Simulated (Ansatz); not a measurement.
**Magnetic states of cobalt, bcc**

Level of theory: DFT, PBEsol, plane waves (420 eV) with PAW, scalar-relativistic (Ansatz 0.2.0). The PAW files were generated under PBE, with cores re-solved for the functional.

Each start was relaxed and then solved on a dense mesh, with Fermi-Dirac smearing of 0.05 eV (0.1 eV in a metal without spin) extrapolated to zero. Rows within 2 meV/atom of each other tie.

Q: Where does each start end, and how do the energies compare? Starts: non-magnetic; ferromagnetic.

A: 
```tsv
start	ends	ΔE (meV/atom)	V (Å³/atom)
ferromagnetic	ferromagnetic, net 1.73 μB per atom	0.0	10.58
non-magnetic	spin not included	300.8	10.13
```
